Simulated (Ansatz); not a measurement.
**Structure types of HgTe compared at 78 GPa**

Structure types of HgTe are relaxed in primitive cells with their symmetry kept at 78 GPa, on PAW files; LAPW relaxes the small cells further and takes the PAW cell for the others (marked *). The enthalpy is E + pV at zero temperature, without zero-point motion. Only the types listed were tried, and differences under about 5 meV/atom are mesh noise. The real phase may be another.

All numbers are PBE results (scalar-relativistic) from Ansatz 0.2.0, with Fermi–Dirac smearing of 0.05 eV, no spin polarisation. Methods: LAPW: all electrons, basis error target 0.5 meV/atom; PAW: frozen-core files, cutoff 420 eV.

k meshes: rocksalt 13×13×13, CsCl 13×13×13, zincblende 13×13×13, wurtzite 10×10×5, NiAs 10×10×6.

Spin–orbit coupling is left out, which matters for the heavy atoms.

```csv
start type,ends as,"a, b, c (Å)",V (Å³/atom),"H − H(lowest), LAPW (meV/atom)"
rocksalt,"rocksalt, Fm-3m","5.241, 5.241, 5.241",18.00,?
CsCl,"CsCl, Pm-3m","3.240, 3.240, 3.240",17.00,26.3
zincblende,"zincblende, F-43m","5.532, 5.532, 5.532",21.16,?
wurtzite*,"distorted wurtzite, P6_3mc","2.800, 2.800, 10.068",17.10,102.1
NiAs*,"distorted NiAs, P6_3/mmc","2.883, 2.883, 9.360",16.85,0.0
```

Task: Give the missing entry: row "rocksalt", column "H − H(lowest), LAPW (meV/atom)".

Result: 321.8.

Task: What belongs in the row "zincblende", column "H − H(lowest), LAPW (meV/atom)"?

Result: 2253.7.

Task: Split the lead of distorted NiAs over CsCl into energy and pV.

Result: For CsCl less distorted NiAs: ΔE = -50.9 meV/atom, and p·ΔV = 78 GPa × +0.1586 Å³ × 6.242 meV/(GPa·Å³) = +77.2 meV/atom, together 26.3 meV/atom. distorted NiAs wins by its smaller volume, against the internal energy.
